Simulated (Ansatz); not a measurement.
# Al under changes of volume

One of the cells (16.603 Å³/atom); the others are scaled copies at fixed shape and fractional positions:

```
Al
1.0
     0.00000    2.02481    2.02481
     2.02481    0.00000    2.02481
     2.02481    2.02481    0.00000
Al
1
Cartesian
  0.0000 0.0000 0.0000
```

```yaml
Program: Ansatz 0.2.0
Functional: PBEsol
Dispersion: D4
Potentials_or_basis: all-electron LAPW, relativistic spinors
Cutoff: 146 eV (chosen from the basis error)
Basis_error_allowed: 0.0005 eV/atom
k_mesh: 8 × 8 × 8
Occupations: fermi-dirac, width 0.1 eV
Spin: non-collinear spin, random start, spin-orbit coupling
Starting_moments: "[[-0.255, -0.135, 0.456]] μB"
```

```tsv
volume (Å³/atom)	energy over the lowest point (meV/atom)	pressure (GPa)
15.607	1.03	1.4
15.939	0.00	-0.5
16.271	?	?
16.603	9.00	-3.7
16.935	18.29	-5.1
17.267	30.35	-6.4
17.599	44.88	-7.5
```

**Question.** What does the run at 16.271 Å³/atom give?

**Answer.** Energy over the lowest point 2.79 meV/atom; pressure -2.2 GPa.

Worked out: A Birch-Murnaghan fit of order 3 (a polynomial in V^(-2/3)) to the other rows has its minimum at 15.86 Å³/atom with B0 = V·E''(V) = 90 GPa and B' = 4.2. It gives 2.79 meV/atom at 16.271 Å³/atom, against the run's 2.79, and -dE/dV = -2.2 GPa, against -2.2.

Energies are extrapolated to zero smearing.

Caveats: the k mesh is thin for a metal, which can move the energy by tens of meV per atom; pairwise dispersion overbinds metals, which lowers pressure and volume; the starting moments weren't kept.
